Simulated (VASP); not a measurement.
# InP (F-43m) in VASP: a series of runs

The runs below take InP through band structure, phonons, G0W0 quasiparticle levels, with LDA, r2SCAN, PBE.

Everything below comes from runs of VASP 6.6.1. Logs are shortened: lines on timing, memory, paths and dates and some standing lists are left out, and cuts for length are marked.

**1. The crystal as given**

The structure is cubic, space group F-43m (No. 216). Conventional cell: a = 5.861 Å, b = 5.861 Å, c = 5.861 Å, α = 90.00°, β = 90.00°, γ = 90.00°. In (site symmetry -43m) is surrounded by 4 P at 2.54 Å. Around P (site symmetry -43m) lie 4 In at 2.54 Å.

**2. Band structure, LDA, spin-orbit coupling, no magnetisation**

Input file POSCAR:

```
InP
1.0
    0.0000000000      2.9305000000      2.9305000000
    2.9305000000      0.0000000000      2.9305000000
    2.9305000000      2.9305000000      0.0000000000
In P
1 1
Direct
    0.0000000000      0.0000000000      0.0000000000
    0.7500000000      0.7500000000      0.7500000000
```

Input file INCAR.step1:

```
PREC = Accurate
ENCUT = 520
EDIFF = 1E-6
ISMEAR = 0
SIGMA = 0.02
LREAL = False
LASPH = True
NELM = 80
ALGO = Normal
ISIF = 2
LWAVE = False
LCHARG = True
MAGMOM = 0 0 0 0 0 0
LORBIT = 11
LSORBIT = True
GGA_COMPAT = False
GGA = CA
NBANDS = 30
KPAR = 2
```

Input file KPOINTS.step1:

```
regular mesh
0
Gamma
  6 6 6
```

Input file INCAR.step2:

```
PREC = Accurate
ENCUT = 520
EDIFF = 1E-6
ISMEAR = 0
SIGMA = 0.05
LREAL = False
LASPH = True
NELM = 80
ALGO = Normal
ISIF = 2
LWAVE = False
LCHARG = False
MAGMOM = 0 0 0 0 0 0
LORBIT = 11
LSORBIT = True
GGA_COMPAT = False
GGA = CA
NBANDS = 30
ICHARG = 11
KPAR = 2
```

Input file KPOINTS.step2:

```
path GXWKGLUWLK,UX
15
line-mode
reciprocal
 0.0000000000  0.0000000000  0.0000000000  G
 0.5000000000  0.0000000000  0.5000000000  X

 0.5000000000  0.0000000000  0.5000000000  X
 0.5000000000  0.2500000000  0.7500000000  W

 0.5000000000  0.2500000000  0.7500000000  W
 0.3750000000  0.3750000000  0.7500000000  K

 0.3750000000  0.3750000000  0.7500000000  K
 0.0000000000  0.0000000000  0.0000000000  G

 0.0000000000  0.0000000000  0.0000000000  G
 0.5000000000  0.5000000000  0.5000000000  L

 0.5000000000  0.5000000000  0.5000000000  L
 0.6250000000  0.2500000000  0.6250000000  U

 0.6250000000  0.2500000000  0.6250000000  U
 0.5000000000  0.2500000000  0.7500000000  W

 0.5000000000  0.2500000000  0.7500000000  W
 0.5000000000  0.5000000000  0.5000000000  L

 0.5000000000  0.5000000000  0.5000000000  L
 0.3750000000  0.3750000000  0.7500000000  K

 0.6250000000  0.2500000000  0.6250000000  U
 0.5000000000  0.0000000000  0.5000000000  X
```

Potentials or basis: VASP PAW LDA potentials, release 64 (In_d, P).

The run is started by

```bash
$ cat potpaw_LDA.64/In_d/POTCAR potpaw_LDA.64/P/POTCAR > POTCAR
$ cp INCAR.step1 INCAR
$ cp KPOINTS.step1 KPOINTS
$ mpirun -np 2 vasp_ncl > vasp.out
$ cp INCAR.step2 INCAR
$ cp KPOINTS.step2 KPOINTS
$ mpirun -np 2 vasp_ncl > vasp.out
```

OUTCAR:

```text
PREC = Accurate
   ENCUT = 520
   EDIFF = 1E-6
   ISMEAR = 0
   LREAL = False
   LASPH = True
   NELM = 80
   ISIF = 2
   LORBIT = 11
   LSORBIT = True
   GGA = CA
   ICHARG = 11

 ion  position               nearest neighbor table
   1  0.000  0.000  0.000-   2 2.54   2 2.54   2 2.54   2 2.54
   2  0.750  0.750  0.750-   1 2.54   1 2.54   1 2.54   1 2.54

  LATTYP: Found a face centered cubic cell.
 ALAT       =     5.8610000000

  Lattice vectors:

 A1 = (   0.0000000000,   2.9305000000,   2.9305000000)
 A2 = (   2.9305000000,   0.0000000000,   2.9305000000)
 A3 = (   2.9305000000,   2.9305000000,   0.0000000000)

Analysis of symmetry for initial positions (statically):
=====================================================================
 Subroutine PRICEL returns:
 Original cell was already a primitive cell.

 Routine SETGRP: Setting up the symmetry group for a
 face centered cubic supercell.

 Subroutine GETGRP returns: Found 24 space group operations
 (whereof 24 operations were pure point group operations)
 out of a pool of 48 trial point group operations.

The static configuration has the point symmetry T_d .

Analysis of symmetry for dynamics (positions and initial velocities):
=====================================================================
 Subroutine PRICEL returns:
 Original cell was already a primitive cell.

 Routine SETGRP: Setting up the symmetry group for a
 face centered cubic supercell.

 Subroutine GETGRP returns: Found 24 space group operations
 (whereof 24 operations were pure point group operations)
 out of a pool of 48 trial point group operations.

The dynamic configuration has the point symmetry T_d .

Analysis of structural, dynamic, and magnetic symmetry:
=====================================================================
 Subroutine PRICEL returns:
 Original cell was already a primitive cell.

 Routine SETGRP: Setting up the symmetry group for a
 face centered cubic supercell.

 Subroutine GETGRP returns: Found 24 space group operations
 (whereof 24 operations were pure point group operations)
 out of a pool of 48 trial point group operations.

The overall configuration has the point symmetry T_d .

 Subroutine INISYM returns: Found 24 space group operations
 (whereof 24 operations are pure point group operations),
 and found     1 'primitive' translations

----------------------------------------------------------------------------------------

                                     Primitive cell

  volume of cell :      50.3333

  direct lattice vectors                    reciprocal lattice vectors
     0.000000000  2.930500000  2.930500000    -0.170619348  0.170619348  0.170619348
     2.930500000  0.000000000  2.930500000     0.170619348 -0.170619348  0.170619348
     2.930500000  2.930500000  0.000000000     0.170619348  0.170619348 -0.170619348

  length of vectors
     4.144352845  4.144352845  4.144352845     0.295521380  0.295521380  0.295521380

  position of ions in fractional coordinates (direct lattice)
     0.000000000  0.000000000  0.000000000
     0.750000000  0.750000000  0.750000000

  ion indices of the primitive-cell ions
   primitive index   ion index
                 1           1
                 2           2

----------------------------------------------------------------------------------------

 KPOINTS: path GXWKGLUWLK,UX

Interpolating k-points between supplied coordinates.

 Line segments in fractional coordinates (reciprocal lattice):
    0.000000  0.000000  0.000000  ...  0.500000  0.000000  0.500000
    0.500000  0.000000  0.500000  ...  0.500000  0.250000  0.750000
    0.500000  0.250000  0.750000  ...  0.375000  0.375000  0.750000
    0.375000  0.375000  0.750000  ...  0.000000  0.000000  0.000000
    0.000000  0.000000  0.000000  ...  0.500000  0.500000  0.500000
    0.500000  0.500000  0.500000  ...  0.625000  0.250000  0.625000
    0.625000  0.250000  0.625000  ...  0.500000  0.250000  0.750000
    0.500000  0.250000  0.750000  ...  0.500000  0.500000  0.500000
    0.500000  0.500000  0.500000  ...  0.375000  0.375000  0.750000
    0.625000  0.250000  0.625000  ...  0.500000  0.000000  0.500000

 Generated    15 points on each line segment, for a total of    150 k-points:

 Following reciprocal coordinates:
[... 43 lines left out ...]
   NELM   =     80;   NELMIN=  2; NELMDL=  0     # of ELM steps
   EDIFF  = 0.1E-05   stopping-criterion for ELM
   LREAL  =      F    real-space projection
   EDIFFG = 0.1E-04   stopping-criterion for IOM
   NSW    =      0    number of steps for IOM
   IBRION =     -1    ionic relax: 0-MD 1-quasi-New 2-CG
   NFREE  =      0    steps in history (QN), initial steepest desc. (CG)
   ISIF   =      2    stress and relaxation
   ISYM   =      2    0-nonsym 1-usesym 2-fastsym
   POTIM  = 0.5000    time-step for ionic-motion
   TEBEG  =    0.0;   TEEND  =   0.0 temperature during run
   PSTRESS=    0.0 pullay stress
   NELECT =      18.0000    total number of electrons
   NUPDOWN=      -1.0000    fix difference up-down
   EMIN   =  10.00;   EMAX   =-10.00  energy-range for DOS
   EFERMI =   0.00;   METHOD = LEGACY
   ISMEAR =     0;   SIGMA  =   0.05  broadening in eV -4-tet -1-fermi 0-gaus
   EFERMI_NEDOS =   21; number of points for ismear=-14 and -15
   IALGO  =     38    algorithm
   IMIX   =      4    mixing-type and parameters
     AMIX     =   0.40;   BMIX     =  1.00
     AMIX_MAG =   1.60;   BMIX_MAG =  1.00
  volume/ion in A,a.u.               =      25.17       169.83
  Fermi-wavevector in a.u.,A,eV,Ry     =   1.162021  2.195901 18.371846  1.350293
  Thomas-Fermi vector in A             =   2.298587
   LORBIT       =     11    0 simple, 1 ext, 2 COOP (PROOUT), +10 PAW based schemes
   GGA     = CA    functional components
   LHFCALC =     F    Hartree Fock is set to
   AEXX    =    0.0000 exact exchange contribution
   IVDW    =     0    specifies the selected vdW correction
   LEPSILON=     F    determine dielectric tensor
   LRPA    =     F    only Hartree local field effects (RPA)
 Gauss-broadening in eV      SIGMA  =   0.05
  energy-cutoff  :      520.00
  volume of cell :       50.33
 maximum number of plane-waves:      2760
 NGX is ok and might be reduce to    32

 number of electron      18.0000005 magnetization       0.0000000     -0.0000000     -0.0000000

 Free energy of the ion-electron system (eV)
  ---------------------------------------------------
  ext. energy  EPLUGINS =         0.00000000
  ---------------------------------------------------
  free energy    TOTEN  =        -9.91072242 eV

  energy without entropy =       -9.91072242  energy(sigma->0) =       -9.91072242

 E-fermi :   5.2966     XC(G=0):  -9.6090

 val. band max:        5.0457570450   @ k =   0.0000   0.0000   0.0000
 cond. band min:       5.5229795550   @ k =   0.0000   0.0000   0.0000
 fundamental gap:      0.4772225100
 Fermi energy:         5.2966149814

 k-point     1 :       0.0000    0.0000    0.0000
  band No.  band energies     occupation
      1      -9.6294      1.00000
      2      -9.6294      1.00000
      3      -9.6294      1.00000
      4      -9.6294      1.00000
      5      -8.8468      1.00000
      6      -8.8468      1.00000
[... 781 lines left out ...]
     29      16.1604      0.00000
     30      16.2502      0.00000

 [... further k-points ...]

------------------------ aborting loop because EDIFF is reached ----------------------------------------

  FORCE on cell =-STRESS in cart. coord.  units (eV):
  Direction    XX          YY          ZZ          XY          YZ          ZX
  --------------------------------------------------------------------------------------
  -------------------------------------------------------------------------------------
  Total       -1.1773409     -1.1773409     -1.1773409      0.0000000      0.0000000     -0.0000000
  in kB      -37.4763818    -37.4763818    -37.4763818      0.0000000      0.0000000     -0.0000000
  external PRESSURE =     -37.4763818 kB  Pullay stress =       0.0000000 kB

 VOLUME and BASIS-vectors are now :
 -----------------------------------------------------------------------------
  energy-cutoff  :      520.00
  volume of cell :       50.33
      direct lattice vectors                 reciprocal lattice vectors
     0.000000000  2.930500000  2.930500000    -0.170619348  0.170619348  0.170619348
     2.930500000  0.000000000  2.930500000     0.170619348 -0.170619348  0.170619348
     2.930500000  2.930500000  0.000000000     0.170619348  0.170619348 -0.170619348

 POSITION                                       TOTAL-FORCE (eV/Angst)
 -----------------------------------------------------------------------------------
      0.00000      0.00000      0.00000         0.000000      0.000000      0.000000
      4.39575      4.39575      4.39575        -0.000000     -0.000000     -0.000000
 -----------------------------------------------------------------------------------
    total drift:                               -0.000000     -0.000000     -0.000000

  FREE ENERGIE OF THE ION-ELECTRON SYSTEM (eV)
  ---------------------------------------------------
  free  energy   TOTEN  =        -9.9107224176 eV

  energy  without entropy=       -9.9107224176  energy(sigma->0) =       -9.91072242

 Spin-Orbit-Coupling matrix elements

 Ion:    1  E_soc:     -0.0755797
 l=   1
     0.0000000    -0.0058260    -0.0058260
    -0.0058260     0.0000000    -0.0058260
    -0.0058260    -0.0058260     0.0000000
 l=   2
     0.0000000    -0.0013958     0.0000000    -0.0013958    -0.0053748
    -0.0013958     0.0000000    -0.0040311    -0.0013958    -0.0013437
     0.0000000    -0.0040311     0.0000000    -0.0040311     0.0000000
    -0.0013958    -0.0013958    -0.0040311     0.0000000    -0.0013437
    -0.0053748    -0.0013437     0.0000000    -0.0013437     0.0000000
 l=   3
     0.0000000     0.0000000     0.0000000     0.0000000     0.0000000     0.0000000     0.0000000
     0.0000000     0.0000000     0.0000000     0.0000000     0.0000000     0.0000000     0.0000000
     0.0000000     0.0000000     0.0000000     0.0000000     0.0000000     0.0000000     0.0000000
     0.0000000     0.0000000     0.0000000     0.0000000     0.0000000     0.0000000     0.0000000
     0.0000000     0.0000000     0.0000000     0.0000000     0.0000000     0.0000000     0.0000000
     0.0000000     0.0000000     0.0000000     0.0000000     0.0000000     0.0000000     0.0000000
     0.0000000     0.0000000     0.0000000     0.0000000     0.0000000     0.0000000     0.0000000

 Ion:    2  E_soc:     -0.0010530
 l=   1
     0.0000000    -0.0001755    -0.0001755
    -0.0001755     0.0000000    -0.0001755
    -0.0001755    -0.0001755     0.0000000
 l=   2
     0.0000000     0.0000000     0.0000000     0.0000000     0.0000000
     0.0000000     0.0000000     0.0000000     0.0000000     0.0000000
     0.0000000     0.0000000     0.0000000     0.0000000     0.0000000
     0.0000000     0.0000000     0.0000000     0.0000000     0.0000000
     0.0000000     0.0000000     0.0000000     0.0000000     0.0000000
 l=   3
     0.0000000     0.0000000     0.0000000     0.0000000     0.0000000     0.0000000     0.0000000
     0.0000000     0.0000000     0.0000000     0.0000000     0.0000000     0.0000000     0.0000000
     0.0000000     0.0000000     0.0000000     0.0000000     0.0000000     0.0000000     0.0000000
     0.0000000     0.0000000     0.0000000     0.0000000     0.0000000     0.0000000     0.0000000
     0.0000000     0.0000000     0.0000000     0.0000000     0.0000000     0.0000000     0.0000000
     0.0000000     0.0000000     0.0000000     0.0000000     0.0000000     0.0000000     0.0000000
     0.0000000     0.0000000     0.0000000     0.0000000     0.0000000     0.0000000     0.0000000

 total charge

# of ion       s       p       d       tot
------------------------------------------
    1        0.833   0.784   9.896  11.513
    2        1.023   1.506   0.000   2.528
--------------------------------------------------
tot          1.856   2.290   9.896  14.041

 magnetization (x)

# of ion       s       p       d       tot
------------------------------------------
    1       -0.000   0.000   0.000   0.000
    2        0.000   0.000   0.000   0.000
--------------------------------------------------
tot          0.000   0.000   0.000   0.000

 magnetization (y)

# of ion       s       p       d       tot
------------------------------------------
    1       -0.000   0.000   0.000   0.000
    2        0.000   0.000   0.000   0.000
--------------------------------------------------
tot          0.000   0.000   0.000   0.000

 magnetization (z)

# of ion       s       p       d       tot
------------------------------------------
    1        0.000   0.000   0.000   0.000
    2        0.000  -0.000   0.000  -0.000
--------------------------------------------------
tot          0.000  -0.000   0.000  -0.000
```

Wall time 1.7 min (2 MPI ranks of AMD EPYC 9R45 (Zen 5), shared host); peak memory 0.42 GiB.

Caveat: the log is that of the step along the path at fixed density, whose energy, stress, charges and moments have no meaning.

**3. Band structure, r2SCAN, spin-orbit coupling, no magnetisation**

Input file INCAR:

```
PREC = Accurate
ENCUT = 520
EDIFF = 1E-6
ISMEAR = 0
SIGMA = 0.02
LREAL = False
LASPH = True
NELM = 80
ALGO = Normal
ISIF = 2
LWAVE = False
LCHARG = False
MAGMOM = 0 0 0 0 0 0
LORBIT = 11
LSORBIT = True
GGA_COMPAT = False
METAGGA = R2SCAN
LMIXTAU = True
NBANDS = 30
KPAR = 2
```

Input file KPOINTS:

```
regular mesh
0
Gamma
  6 6 6
```

POSCAR is that of step 2.

Input file KPOINTS_OPT:

```
path GXWKGLUWLK,UX
15
line-mode
reciprocal
 0.0000000000  0.0000000000  0.0000000000  G
 0.5000000000  0.0000000000  0.5000000000  X

 0.5000000000  0.0000000000  0.5000000000  X
 0.5000000000  0.2500000000  0.7500000000  W

 0.5000000000  0.2500000000  0.7500000000  W
 0.3750000000  0.3750000000  0.7500000000  K

 0.3750000000  0.3750000000  0.7500000000  K
 0.0000000000  0.0000000000  0.0000000000  G

 0.0000000000  0.0000000000  0.0000000000  G
 0.5000000000  0.5000000000  0.5000000000  L

 0.5000000000  0.5000000000  0.5000000000  L
 0.6250000000  0.2500000000  0.6250000000  U

 0.6250000000  0.2500000000  0.6250000000  U
 0.5000000000  0.2500000000  0.7500000000  W

 0.5000000000  0.2500000000  0.7500000000  W
 0.5000000000  0.5000000000  0.5000000000  L

 0.5000000000  0.5000000000  0.5000000000  L
 0.3750000000  0.3750000000  0.7500000000  K

 0.6250000000  0.2500000000  0.6250000000  U
 0.5000000000  0.0000000000  0.5000000000  X
```

Potentials or basis: VASP PAW PBE potentials, release 64 (In_d, P).

The run is started by

```bash
$ cat potpaw_PBE.64/In_d/POTCAR potpaw_PBE.64/P/POTCAR > POTCAR
$ mpirun -np 2 vasp_ncl > vasp.out
```

Wall time 10 min (2 MPI ranks of AMD EPYC 9R45 (Zen 5), shared host); peak memory 0.37 GiB.

Results (log left out):

| Quantity | Value |
| --- | --- |
| Free energy | -32.3170 eV |
| Pressure | 1.5 GPa |
| Valence electrons inside the program's atomic spheres | In 11.53; P 2.54 |

Caveat: the PAW data sets were made with another functional, which shifts forces and pressure a little.

(Part 1 of 2 ends here.)
